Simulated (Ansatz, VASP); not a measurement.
ZnS: VASP beside Ansatz

INCAR

```
SYSTEM = ZnS
ALGO     = Normal         ! electronic algorithm
EDIFF    = 1E-7           ! SCF threshold, eV
ENCUT    = 520            ! plane-wave cutoff, eV
GGA      = PE             ! functional
ISIF     = 2              ! what is computed and relaxed
ISMEAR   = 0              ! smearing method
LASPH    = .TRUE.         ! aspherical terms in the spheres
LCHARG   = .FALSE.        ! write CHGCAR
LREAL    = .FALSE.        ! projectors in reciprocal space
LWAVE    = .FALSE.        ! write WAVECAR
NBANDS   = 26             ! bands
NELM     = 100            ! most SCF steps
PREC     = Accurate       ! precision mode
SIGMA    = 0.01           ! smearing width, eV
```

KPOINTS

```
k-points
0
G
  9 9 6
  0 0 0
```

The input POSCAR:

```
ZnS
1.0
    3.8451345355      0.0000000000      0.0000000000
   -1.9225672678      3.3299841887      0.0000000000
    0.0000000000      0.0000000000      6.3057239286
Zn S
2 2
Direct
    0.3333333333      0.6666666667     -0.0562256820
    0.6666666667      0.3333333333      0.4437743180
    0.3333333333      0.6666666667      0.4312256820
    0.6666666667      0.3333333333      0.9312256820
```

Input for Ansatz:

```yaml
crystal:
  lattice:
    - [3.8451345355, 0.0, 0.0]
    - [-1.9225672678, 3.3299841887, 0.0]
    - [0.0, 0.0, 6.3057239286]
  atoms:
    - { symbol: Zn, position: [0.3333333333, 0.6666666667, -0.056225682] }
    - { symbol: Zn, position: [0.6666666667, 0.3333333333, 0.443774318] }
    - { symbol: S, position: [0.3333333333, 0.6666666667, 0.431225682] }
    - { symbol: S, position: [0.6666666667, 0.3333333333, 0.931225682] }
basis:
  ecutwfc: 420
  xc_grid: 2
kpoints:
  mp_grid: { grid: [9, 9, 6] }
hamiltonian:
  xc: pbe
  pseudopotentials: { kind: paw, azcp: { folder: soft_1 } }
scf:
  occupations: { method: fixed }
output:
  forces: true
  stress: true
  eigenvalues: true
  polarization: {}
```

Change from the starting cell: polar distortion scaled by 0.10.

Alike in both runs: task single point; functional PBE; k mesh 9 × 9 × 6; no spin polarisation.

```csv
,VASP,Ansatz
version,VASP 6.6.1,Ansatz 0.2.0
potentials or method,"VASP PAW PBE potentials, release 64 (Zn, S)","scalar-relativistic, plane waves, PAW"
plane-wave cutoff (eV),520,420
occupations,"gaussian, width 0.01 eV",fixed
valence electrons in the cell,36,36
```

|  | VASP | Ansatz | Ansatz less VASP |
| --- | --- | --- | --- |
| gap on the k mesh at the Fermi level (eV) | 2.42 | 2.42 | -0.007 |
| least direct gap on the mesh (eV) | 2.43 | 2.43 | -0.007 |
| pressure (GPa) | 5.1 | 5.0 | -0.18 |
| largest component of the traceless stress (GPa) | 4.57 | 4.39 | -0.184 |
| rms of the force components (eV/Å) | 0.112 | 0.110 | -0.0019 |

Atom by atom the forces differ by 0.002 eV/Å (rms over components).

Caveats: an odd mesh through Γ misses points on the zone boundary, where band edges often lie.
